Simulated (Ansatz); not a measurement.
# MnO: the cost of one run

Program: Ansatz 0.2.0. Level of theory: DFT r2SCAN, scalar-relativistic, plane waves, PAW. These are calculated values, not measurements.

2 further runs of the same task are left out: 2 set aside as unsound or not needed.

### 1 Starting point

It takes space group R-3m (No. 166, trigonal). Conventional cell: a = 3.021 Å, b = 3.021 Å, c = 7.285 Å, α = 90.00°, β = 90.00°, γ = 120.00°. Co (site symmetry -3m) has 6 O at 2.13 Å as nearest neighbours. O (site symmetry -3m) is surrounded by 6 Co at 2.13 Å.

As a file:

```
Co O
1.0
     1.51042    0.87204    2.42843
    -1.51042    0.87204    2.42843
     0.00000   -1.74408    2.42843
Co O
1 1
Cartesian
  0.0000 0.0000 0.0000
  0.0000 0.0000 3.6426
```

It goes back to an entry of the Materials Project, which need not be the stable form.

This cell was relaxed beforehand with the same method: volume 9.60 Å³/atom, gap on the mesh 0.42 eV, site moments up to 2.6 μB.

### 2 The substitution Co → Mn

The start of MnO: fractional positions of relaxed CoO, cell scaled by 1.043, a guess from tabulated radii. Atoms that may carry a moment start with parallel spins.

### 3 Quick check of gap, pressure and forces (MnO)

input.yaml reads:

```yaml
crystal:
  lattice:
    - [1.5749904741, 0.9093211742, 2.5322392791]
    - [-1.5749904741, 0.9093211742, 2.5322392791]
    - [0.0, -1.8186423484, 2.5322392791]
  atoms:
    - { symbol: Mn, position: [0.0, 0.0, 0.0], spin: 4.0 }
    - { symbol: O, position: [0.5, 0.5, 0.5] }
basis:
  ecutwfc: 500
kpoints:
  mp_grid: { grid: [6, 6, 6] }
hamiltonian:
  xc: r2scan
scf:
  occupations: { method: gaussian, width: 0.1 }
  lower_state_search: "off"
output:
  forces: true
  stress: true
  eigenvalues: true
  populations: true
magnetization:
  spin_polarized: true
```

The run is started by

```console
$ ansatz run input.yaml --threads 1 --pin off --max-ram 2560MiB --backend cpu --events-out ev --progress --plain --runs-dir out
```

Q: Estimate wall time and peak memory on 1 thread of Intel Xeon at 2.50GHz (Skylake/Cascade Lake), shared host.

About 14 s, with a peak of 0.38 GiB.
